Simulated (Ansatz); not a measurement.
# Al2O3: the cost of one run

Program: Ansatz 0.2.0. Level of theory: DFT PBEsol, scalar-relativistic, plane waves, PAW. These are calculated values, not measurements.

**1. The structure to begin with**

The structure is hexagonal, space group P-6m2 (No. 187). The conventional cell has a = 2.884 Å, b = 2.884 Å, c = 9.337 Å, α = 90.00°, β = 90.00°, γ = 120.00°. Around Al (site symmetry 3m) lie 6 O at 1.80 to 2.18 Å. Around O (site symmetry 3m) lie 3 Al at 1.80 Å. Around O (site symmetry -6m2) lie 6 Al at 2.18 Å.

Structure file:

```xyz
5
Lattice="2.8843 0.0000 0.0000 -1.4422 2.4979 0.0000 0.0000 0.0000 9.3368" Properties=species:S:1:pos:R:3 pbc="T T T"
Al    0.0000    0.0000    1.4004
Al    0.0000    0.0000    7.9363
O     0.0000    1.6653    2.0757
O     1.4422    0.8326    0.0000
O     0.0000    1.6653    7.2610
```

Source of the structure: the Materials Project (structure only).

**2. Probe: one point at the start**

Contents of input.yaml:

```yaml
crystal:
  lattice:
    - [2.8843249483, 0.0, 0.0]
    - [-1.4421624742, 2.497898678, 0.0]
    - [0.0, 0.0, 9.33675446]
  atoms:
    - { symbol: Al, position: [0.0, 0.0, 0.14999233] }
    - { symbol: Al, position: [0.0, 0.0, 0.85000767] }
    - { symbol: O, position: [0.33333333, 0.66666667, 0.22231692] }
    - { symbol: O, position: [0.66666667, 0.33333333, 0.0] }
    - { symbol: O, position: [0.33333333, 0.66666667, 0.77768308] }
basis:
  ecutwfc: 420
kpoints:
  mp_grid: { grid: [9, 9, 2] }
hamiltonian:
  xc: pbesol
scf:
  occupations: { method: gaussian, width: 0.1 }
output:
  forces: true
  stress: true
  eigenvalues: true
```

**Question.** How long does this run take on 1 thread of an x86-64 CPU, shared host, and how much memory does it need?

About 2.2 s, with a peak of 0.38 GiB.
